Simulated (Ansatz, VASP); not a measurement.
One calculation of Si, two programs

```
Si
1.0
     3.31934   -1.77389    0.00799
     3.31934    1.77389    0.00799
    -0.21404    0.00000    4.28397
Si
3
Direct
  0.79345 0.79345 0.68635
  0.20655 0.20655 0.31365
  0.50000 0.50000 0.00000
```

Alike in both runs: functional PBE; k mesh 14 × 14 × 12; occupations gaussian, width 0.1 eV; no spin polarisation.

Ansatz relaxed the structure, and its values are those at the end. VASP's run is a single point on that final structure, the one shown.

|  | VASP | Ansatz |
| --- | --- | --- |
| version | VASP 6.6.1 | Ansatz 0.2.0 |
| potentials or method | VASP PAW PBE potentials, release 64 (Si) | scalar-relativistic, plane waves, PAW |
| plane-wave cutoff (eV) | 520 | 420 |
| valence electrons in the cell | 12 | 12 |

Ansatz gave:

```
gap on the k mesh at the Fermi level (eV) : none
pressure (GPa)                            : 0.0
rms of the force components (eV/Å)        : 0.003
```

Question: Estimate VASP's values.

Answer: gap on the k mesh at the Fermi level (eV): none; pressure (GPa): 0.0; rms of the force components (eV/Å): 0.005.

A gap of «none» marks a metal or a gap that the smearing closes.
